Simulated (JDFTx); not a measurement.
MgO:

```
Mg O
1.0
     0.00000    2.09700    2.09700
     2.09700    0.00000    2.09700
     2.09700    2.09700    0.00000
Mg O
1 1
Direct
  0.00000 0.00000 0.00000
  0.50000 0.50000 0.50000
```

The cell is a database's computed one.

Base run:

```yaml
Program: JDFTx 1.7.0 (patched build)
Functional: TASK
Potentials_or_basis: SG15-PBE-1.2
Cutoff: 1088 eV
Density_cutoff: 8708 eV
k_mesh: 11 × 11 × 11
Occupations: fermi-dirac, width 0.05 eV
Spin: no spin polarisation
```

Its results: band gap on the k mesh 7.23 eV, direct; pressure 24.6 GPa.

Q: After a change of settings the same cell gave: band gap on the k mesh 4.79 eV, direct; pressure 2.3 GPa. Which change was it?
A. functional from TASK to BLYP; potentials or basis from SG15-PBE-1.2 to PseudoDojo-SR-PBE-0.5-standard; cutoff from 1088 eV to 1143 eV; density cutoff from 8708 eV to 9143 eV
B. functional from TASK to PBEsol; potentials or basis from SG15-PBE-1.2 to PseudoDojo-SR-PBEsol-0.4.1-standard; cutoff from 1088 eV to 1143 eV; density cutoff from 8708 eV to 9143 eV
C. functional from TASK to r2SCAN

A: B.

Caveats: the cutoff is short for these files and lowers the pressure by up to 1 GPa (some runs); so large a pressure means that the cell lies far from this level's equilibrium, or that cutoff or potentials fall short (some runs); the potentials were made for another functional, which shifts forces and pressure (some runs).

Runs at the PBE level aren't shown here.
